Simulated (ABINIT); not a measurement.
A run of ABINIT 10.8.3 (patched build):

Contents of run.abi:

```
# Pseudopotentials
pp_dirpath "./"
pseudos "As.upf, B.upf"

# Structure
acell 3.3778490937 3.3778490937 3.3778490937 Angstrom
rprim
     0.0000000000     0.7071067812     0.7071067812
     0.7071067812     0.0000000000     0.7071067812
     0.7071067812     0.7071067812     0.0000000000
ntypat 2
znucl 33 5
natom 2
typat 1 2
chkprim 0
chksymtnons 0
tolsym 1.0e-6
xred
            3/4            3/4            3/4
            0.0            0.0            0.0

# Plane-wave basis
ecut 40.0
ecutsm 0.5

# k points
kptopt 1
ngkpt 8 8 8
nshiftk 1
shiftk 0.0 0.0 0.0

# Exchange and correlation
ixc 7

# Bands and occupations
nband 13
occopt 3
tsmear 0.05 eV

# SCF cycle
nstep 80
tolvrs 1.0e-12

# Output
iomode 3
prteig 0
prtebands 0
prtwf 0
prtden 0

# Relaxation
ionmov 2
optcell 2
ntime 50
tolmxf 2.0e-5
dilatmx 1.08
```

Potentials or basis: PseudoDojo NC SR LDA v0.4.1 standard.

Command:

```console
$ abinit run.abi > log 2>&1
```

Hardware: 1 thread of Arm Neoverse V2, with other jobs on the host.

How long does it take, and how much memory?

It took 90 s on 1 thread of Arm Neoverse V2, with other jobs on the host, peak memory 0.08 GiB. Counts: scf iterations 39, mpi ranks 1, k points 29, bands 13, plane waves 2826, ion steps 4.
